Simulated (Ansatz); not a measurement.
Crystal: CuO.

```
Cu O
1.0
    -2.34185    1.71130    0.00000
     0.85003    0.00000   -5.05787
    -2.34185   -5.13390    0.00000
Cu O
4 4
Direct
  0.24800 0.00060 0.24330
  0.74800 0.00060 0.74330
  0.99800 0.50060 0.49330
  0.49800 0.50060 0.99330
  0.70720 0.75060 0.28410
  0.20720 0.75060 0.78410
  0.78880 0.25060 0.20250
  0.30482 0.24579 0.75612
```

```yaml
Program: Ansatz 0.2.0
Task: relaxation of cell and atoms
Functional: PBE
Potentials_or_basis: Ansatz PAW
Cutoff: "420 eV (not typed: the program's choice for these potentials)"
k_mesh: 9 × 5 × 5
Occupations: fermi-dirac, width 0.05 eV
Spin: no spin polarisation
Hubbard_terms: Cu d U = 4.5 eV
```

At the start: volume 10.13 Å³/atom.

Task: Where does the relaxation end?

Result: It ends after 22 steps and the volume is 11.39 Å³/atom (+12.4 %); space group P4_2/mmc (No. 131, to 0.05 Å).

Step by step:
| step | energy change (eV) | largest force (eV/Å) | volume (Å³) |
| --- | --- | --- | --- |
| 1 | 0.0000 | 2.7362 | 81.08 |
| 2 | -0.3027 | 1.8007 | 84.48 |
| 3 | -0.5110 | 0.3741 | 87.87 |
| 4 | -0.5410 | 0.0132 | 87.83 |
| 5 | -0.5406 | 0.0055 | 88.19 |
| 6 | -0.5412 | 0.0036 | 88.11 |
| 7 | -0.6232 | 0.0036 | 88.11 |
| 8 | -0.6582 | 0.0027 | 89.79 |
| 9 | -0.6605 | 0.0282 | 90.70 |
| 10 | -0.6631 | 0.0054 | 90.36 |
| 11 | -0.6629 | 0.0020 | 90.41 |
| 12 | -0.6917 | 0.0028 | 90.41 |
| 13 | -0.7006 | 0.0209 | 90.78 |
| 14 | -0.7008 | 0.0096 | 91.01 |
| 15 | -0.7010 | 0.0052 | 90.97 |
| 16 | -0.7076 | 0.0052 | 90.97 |
| 17 | -0.7091 | 0.0178 | 91.08 |
| 18 | -0.7091 | 0.0024 | 91.09 |
| 19 | -0.7102 | 0.0025 | 91.09 |
| 20 | -0.7105 | 0.0099 | 91.11 |
| 21 | -0.7105 | 0.0004 | 91.11 |
| 22 | -0.7109 | 0.0004 | 91.11 |

Final structure:
```cif
data_structure
_symmetry_space_group_name_H-M 'P 1'
_symmetry_Int_Tables_number 1
_cell_length_a 2.9674
_cell_length_b 5.1722
_cell_length_c 6.6169
_cell_angle_alpha 90.003
_cell_angle_beta 116.212
_cell_angle_gamma 90.014
_cell_volume 91.11
loop_
_atom_site_label
_atom_site_type_symbol
_atom_site_fract_x
_atom_site_fract_y
_atom_site_fract_z
_atom_site_occupancy
Cu1 Cu 0.25001 0.00000 0.25001 1
Cu2 Cu 0.75001 0.00000 0.75001 1
Cu3 Cu 0.99999 0.50000 0.50000 1
Cu4 Cu 0.49999 0.50000 0.00000 1
O1 O 0.74993 0.74973 0.25003 1
O2 O 0.24994 0.74973 0.75003 1
O3 O 0.75006 0.25027 0.24996 1
O4 O 0.25007 0.25027 0.74996 1
```

Caveat: the plane-wave basis is chosen anew once the cell has moved, so the energies of steps on either side of that aren't comparable; the pressure holds a Pulay correction of +0.6 GPa for the finite cutoff; the volume moved by +12 % from the deposited cell, more than functionals usually miss; the run has no spin polarisation, though such a crystal can be magnetic; U without spin polarisation on a metal has little footing.
